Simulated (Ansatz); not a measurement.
# CuAu under changes of volume

One of the cells (15.351 Å³/atom); the others are scaled copies at fixed shape and fractional positions:

```xyz
2
Lattice="1.4431 0.8331 4.2562 -1.4431 0.8331 4.2562 0.0000 -1.6663 4.2562" Properties=species:S:1:pos:R:3 pbc="T T T"
Au    0.0000    0.0000    0.0000
Cu    0.0000    0.0000    6.3843
```

The cell comes from a database or a generator and needn't be the stable form of this composition.

```yaml
Program: Ansatz 0.2.0
Functional: PBEsol
Potentials_or_basis: Ansatz PAW
Cutoff: "420 eV (not typed: the program's choice for these potentials)"
k_mesh: 11 × 11 × 11
Occupations: fermi-dirac, width 0.05 eV
Spin: no spin polarisation
```

```csv
volume (Å³/atom),energy over the lowest point (meV/atom),pressure (GPa)
14.430,0.00,0.8
14.737,?,?
15.044,9.58,-5.5
15.351,22.69,-8.1
15.658,40.41,-10.3
15.965,62.14,-12.3
16.272,87.33,-14.0
```

Problem. What does the run at 14.737 Å³/atom give?

Solution. Energy over the lowest point 1.75 meV/atom; pressure -2.6 GPa.

Worked out: A Birch-Murnaghan fit of order 3 (a polynomial in V^(-2/3)) to the other rows has its minimum at 14.50 Å³/atom with B0 = V·E''(V) = 166 GPa and B' = 5.5 at fixed shape and positions, which overstates the stiffness. It gives 1.75 meV/atom at 14.737 Å³/atom, against the run's 1.75, and -dE/dV = -2.6 GPa, against -2.6.

Energies are extrapolated to zero smearing.

Caveats: the PAW data sets come from PBE, with cores solved anew for the run's functional, which leaves a small shift of forces and pressure.
